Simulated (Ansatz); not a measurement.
A 4-atom cell of InSe started from a crystallographic database, relaxed with r2SCAN+rVV10 in Ansatz: space group R3m (No. 160), trigonal; conventional cell a = 4.021 Å, c = 25.232 Å, 29.44 Å³ an atom. Around In lie 3 Se at 2.64 Å and 1 In at 2.79 Å; around Se lie 3 In at 2.64 Å. The primitive cell holds 4 atoms in 117.78 Å³. Non-magnetic throughout; all numbers are computed.

Computed values: PBE gives a gap of 0.40 eV and PBE0 (25 % exact exchange) 1.71 eV; one over PBE's mean ε∞ is 0.120. HSE06+SOC (4×4×4) gives a least gap of 1.11 eV, direct.

Problem. What is the density?

Solution. The cell holds 2 In, 2 Se: M = 2×114.818 + 2×78.971 = 387.58 u in V = 117.78 Å³. ρ = 1.66054 × M/V = 1.66054 × 387.58/117.78 = 5.464 g/cm³, for the static r2SCAN+rVV10 lattice.

Problem. Taking the gap as linear in the share of unscreened exchange, estimate the gap of the hybrid whose share is 1/ε∞.

Solution. The slope is (1.71 − 0.40)/0.25 = 5.24 eV per unit share, so E_g ≈ 0.40 + 5.24 × 0.120 = 1.03 eV. The run with that share gives 0.99 eV (6×6×6 mesh), -0.04 eV from the straight line.

Problem. At what wavelength does absorption set in by HSE06+SOC, excitons left aside?

Solution. λ = 1239.84 eV nm/E: 1117 nm for the least gap. That lies in the infrared.

Only the levels marked +SOC include spin-orbit coupling.
